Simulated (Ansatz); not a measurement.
A point defect in ZnO

The calculation used DFT PBE, scalar-relativistic, plane waves, PAW (Ansatz 0.2.0). Run with 420 eV cutoff, 2×2×2 k-mesh, shifted by half a step, Gaussian smearing of 0.01 eV, collinear spin in charge -1 alone.

Host crystal, relaxed:

```
Zn O
1.0
     3.27939    0.00000    0.00000
    -1.63970    2.84004    0.00000
     0.00000    0.00000    5.29323
Zn O
2 2
Direct
  0.66667 0.33333 0.50060
  0.33333 0.66667 0.00060
  0.66667 0.33333 0.87971
  0.33333 0.66667 0.37971
```

Supercell of 48 atoms, rows in host cell vectors: 0 2 1; -2 -2 1; 2 0 1. Atoms relax at the host's cell, keeping the symmetry that the supercell leaves at the site. The cell is small, so energies carry finite-size errors of tenths of an eV. The host's Kohn–Sham gap is 0.74 eV. Atoms are taken from and returned to the elements' standard states. Charged cells are corrected for image charges with the computed static dielectric tensor (mean 10.9) and aligned with the host's potential at far atoms (alignment terms reach 0.32 eV). No band-filling term is added, and the Fermi level counts from the host's valence band top.

The defect is an interstitial at (0.000, 0.000, 0.208) of the host cell.

```tsv
charge	E_f at the valence band top (eV)	over the neutral state (eV)	moment (μB)	largest move (Å)	atoms near the site
0	3.20	0.00	0.00	0.35	3 Zn at 1.94 Å, 3 O at 2.50 Å
-1	3.49	0.29	1.00	0.32	3 Zn at 1.99 Å, 3 Zn at 2.45 Å, 3 O at 2.46 Å
-2	4.57	1.37	0.00	0.41	3 Zn at 1.99 Å, 3 Zn at 2.33 Å, 3 O at 2.49 Å
```

Among the charges computed the stable one is 0 at the valence band top, changing to -1 at 0.29 eV. In charge -2 the extra carrier would gain by moving to a band edge of the host, so it isn't bound in the gap. Other sites of the defect weren't tried.

Which element is it? Judge by the nearest distance in charge 0 and covalent radii.
A. S
B. O
C. W
D. Re
E. H

B. The nearest neighbour is Zn at 1.94 Å, and the summed covalent radii with Zn are 1.53 Å for H, 1.88 Å for O, 2.73 Å for Re, 2.27 Å for S, 2.84 Å for W, so O fits best. Bonds can miss such sums by a tenth of an ångström or more.